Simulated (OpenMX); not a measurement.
Set up this calculation in OpenMX 3.8.5, as the native input.

| Property | Result |
| --- | --- |
| Task | band structure |
| Functional | LDA |
| Potentials or basis | OpenMX 2013 LDA set, Sn7.0-s3p2d2, O6.0-s2p2d1, grid cutoff 500 Ry |
| k mesh | 7 × 7 × 7 |
| Occupations | fermi-dirac, width 0.05 eV |
| Spin | no spin polarisation |
| Mixing scheme | rmm-diisk |
| SCF threshold | 1e-08 Ha |
| Solver | band |
| Max SCF cycles | 100 |

SnO:

```xyz
4
Lattice="3.8137 0.0000 0.0000 0.0000 3.8137 0.0000 0.0000 0.0000 4.8869" Properties=species:S:1:pos:R:3 pbc="T T T"
Sn    1.9068    0.0000    3.7367
Sn    0.0000    1.9068    1.1503
O     0.0000    0.0000    0.0000
O     1.9068    1.9068    0.0000
```

The cell is a database's computed one.

One way to write it, as run:

SnO.dat

```
System.CurrrentDirectory             ./
System.Name                          SnO
DATA.PATH                            ./DFT_DATA13
level.of.stdout                      1
level.of.fileout                     0
Species.Number                       2
<Definition.of.Atomic.Species
  Sn  Sn7.0-s3p2d2           Sn_CA13
  O   O6.0-s2p2d1            O_CA13
Definition.of.Atomic.Species>

Atoms.Number                         4
Atoms.SpeciesAndCoordinates.Unit     FRAC
<Atoms.SpeciesAndCoordinates
    1  Sn    0.5000000000    0.0000000000    0.7646261400   7.000  7.000
    2  Sn    0.0000000000    0.5000000000    0.2353738600   7.000  7.000
    3  O     0.0000000000    0.0000000000    0.0000000000   3.000  3.000
    4  O     0.5000000000    0.5000000000    0.0000000000   3.000  3.000
Atoms.SpeciesAndCoordinates>

Atoms.UnitVectors.Unit               Ang
<Atoms.UnitVectors
     3.8136952200    0.0000000000    0.0000000000
     0.0000000000    3.8136952200    0.0000000000
     0.0000000000    0.0000000000    4.8869133000
Atoms.UnitVectors>

scf.XcType                           LDA
scf.SpinPolarization                 off
scf.ElectronicTemperature            580.226
scf.energycutoff                     500.0
scf.maxIter                          100
scf.EigenvalueSolver                 band
scf.Kgrid                            7 7 7
scf.Mixing.Type                      rmm-diisk
scf.Init.Mixing.Weight               0.05
scf.Min.Mixing.Weight                0.001
scf.Max.Mixing.Weight                0.3
scf.Mixing.History                   25
scf.Mixing.StartPulay                8
scf.criterion                        1.0e-8
scf.stress.tensor                    on
MD.Type                              nomd
Band.dispersion                      on
Band.Nkpath                          9
<Band.kpath
    9   0.000000  0.000000  0.000000    0.000000  0.500000  0.000000  G X
    9   0.000000  0.500000  0.000000    0.500000  0.500000  0.000000  X M
   12   0.500000  0.500000  0.000000    0.000000  0.000000  0.000000  M G
    7   0.000000  0.000000  0.000000    0.000000  0.000000  0.500000  G Z
    9   0.000000  0.000000  0.500000    0.000000  0.500000  0.500000  Z R
    9   0.000000  0.500000  0.500000    0.500000  0.500000  0.500000  R A
   12   0.500000  0.500000  0.500000    0.000000  0.000000  0.500000  A Z
    7   0.000000  0.500000  0.000000    0.000000  0.500000  0.500000  X R
    7   0.500000  0.500000  0.000000    0.500000  0.500000  0.500000  M A
Band.kpath>
```

Potentials or basis: OpenMX 2013 LDA set, Sn7.0-s3p2d2, O6.0-s2p2d1, grid cutoff 500 Ry.

Launch:

```bash
$ openmx SnO.dat -nt 1 > SnO.std
```

Results of the run:

The pressure is 1.4 GPa. The largest force is 0.662 eV/Å. The band gap on the k mesh is 0.37 eV, indirect (least direct gap 1.83 eV). The band gap along the path is 0.11 eV, indirect (least direct gap 1.84 eV) and the mulliken charges are Sn +0.47; O -0.47 e.

Caveat: Mulliken charges move with the basis; spin-orbit coupling is left out, which moves the levels of the heavy elements; the mesh misses the band edges, which the band path finds closer together; the basis of atomic orbitals isn't converged, which shifts pressures, moduli and gaps.

Wall time 2.9 min on 1 thread of Intel(R) Xeon(R) 6975P-C (Granite Rapids) (shared host), peak memory 1.2 GiB.
